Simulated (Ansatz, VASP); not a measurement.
# Sb: VASP beside Ansatz

```
Sb
1.0
     0.00000    2.35110    2.30500
     2.35110    0.00000    2.30500
     2.35110    2.35110    0.00000
Sb
1
Direct
  0.00000 0.00000 0.00000
```

Change from the starting cell: equal xx and yy strain of +2 %.

Alike in both runs: task single point; functional PBE; k mesh 12 × 12 × 12; occupations fermi-dirac, width 0.05 eV; no spin polarisation.

|  | VASP | Ansatz |
| --- | --- | --- |
| version | VASP 6.6.1 | Ansatz 0.2.0 |
| potentials or method | VASP PAW PBE potentials, release 64 (Sb), cutoff 520 eV | all-electron LAPW, scalar-relativistic |

Ansatz gave:

```
pressure (GPa)                                  : 5.4
largest component of the traceless stress (GPa) : 0.38
```

Task: What did VASP give for the same quantities?

Result: Pressure (GPa): 5.3; largest component of the traceless stress (GPa): 0.37.

Ansatz ran all-electron here, so the differences hold the error of VASP's frozen core and of both bases.

Spin-orbit coupling is left out, which matters for the levels of Sb.
